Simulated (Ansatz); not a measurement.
**FeO, relaxed from a zincblende start to space group F222 (read at 0.02 Å)**

Level of theory: DFT, PBE+U (U_eff = 4 eV on Fe 3d), scalar-relativistic, collinear spin; plane waves to 420 eV with PAW datasets (Ansatz 0.2.0), Γ-centred 10×10×5 mesh, 0.05 eV Gaussian smearing. The datasets are Ansatz's generated set soft_2.

```cif
data_structure
_symmetry_space_group_name_H-M 'P 1'
_symmetry_Int_Tables_number 1
_cell_length_a 3.4651
_cell_length_b 5.5075
_cell_length_c 6.3910
_cell_angle_alpha 32.804
_cell_angle_beta 59.439
_cell_angle_gamma 51.011
_cell_volume 51.30
loop_
_atom_site_label
_atom_site_type_symbol
_atom_site_fract_x
_atom_site_fract_y
_atom_site_fract_z
_atom_site_occupancy
Fe1 Fe 0.00000 0.00000 0.00000 1
O1 O 0.25000 0.25000 0.00000 1
Fe2 Fe 0.00000 0.00000 0.50000 1
O2 O 0.25000 0.25000 0.50000 1
```

This is a trial structure; measured cells of the compound in the Crystallography Open Database are in space groups R-3m, Fm-3m (rock salt).

Magnetic state: antiferromagnetic, site spin moments Fe 3.27, -3.27 μB.

At this volume the pressure is -0.07 GPa.

Path: Γ–Y–C0 | A0–Z–B0 | D0–T–G0 | H0–Y, with Γ = (0.000, 0.000, 0.000), Y = (0.500, 0.500, 1.000), C0 = (0.500, 0.952, 1.452), A0 = (0.500, 1.048, 0.548), Z = (0.500, 0.500, 0.000), B0 = (0.837, 0.837, 0.673), D0 = (0.163, 1.163, 1.327), T = (0.000, 1.000, 1.000), G0 = (0.185, 1.185, 1.000), H0 = (0.815, 0.815, 1.000) in reciprocal vectors of the calculation's cell.

The run's cell is 2 times the crystal's primitive cell, to hold the magnetic order, so the bands are folded: in its zone Γ = T, Y = Z, C0 = A0, B0 = D0, G0 = H0, which the primitive cell's zone keeps apart.

Q: Is it a metal or an insulator, and if it has a gap, where are the band edges on this path?

A: An insulator with a gap of 0.90 eV on the path, the valence band topping between T and G0 and the conduction band bottoming at Γ; the smallest direct gap is 1.02 eV.

Bands as a text map, energy in eV from the Fermi level (dashes), each leg drawn with the same width, + spin up, o spin down, # both:
```
  4.86 |     #                                             #    
  4.57 |##                         #      ###########           
  4.29 |# #                           ####   ####    ######     
  4.00 | ####                       ## ######    #####          
  3.71 |   ##                      ####               ###       
  3.43 |     #                    #                      ###    
  3.14 |#############################################     # ####
  2.86 |### ####### ####### #########  #########################
  2.57 |     ##  #############   ##  #                   # ###  
  2.29 |   #   ##             ###                       #     ##
  2.00 |                              #               ##        
  1.71 |                               ##            #          
  1.43 |  #                              #          #           
  1.14 |                                  #        #            
  0.86 |                                   #      #             
  0.57 | #                                  ##   #              
  0.29 |#                                     ###               
  0.00 |--------------------------------------------------------
 -0.29 |                                                        
 -0.57 |###                              #################      
 -0.86 |   ###    ###########     #######                 ###   
 -1.14 |#     ####           #####             ##            ###
 -1.43 | #                                ##### #####           
 -1.71 |  #                           #####        #####        
 -2.00 |#####  #               ##   ############################
 -2.29 |   #### ##           ##  #####                   ##     
 -2.57 |##    #  #############  ## #       ##########      ###  
 -2.86 |  #  # ##  ##      #  ##  #      ##          ###### ####
        Γ      Y      CA       Z       BD      T      GH       Y
```

Within 0.6 eV of the edges the projected states are 76 % Fe 3d at the top of the valence band and 65 % Fe 4s at the bottom of the conduction band. 

Run time: 3.4 min on 2 threads of Arm Neoverse V1, with other jobs on the host, peak memory 2.1 GiB.

With a Hubbard U or exact exchange the result depends on the state in which the open shell ends, and a lower one can't be excluded. Site moments are of spin, integrated over atomic spheres.
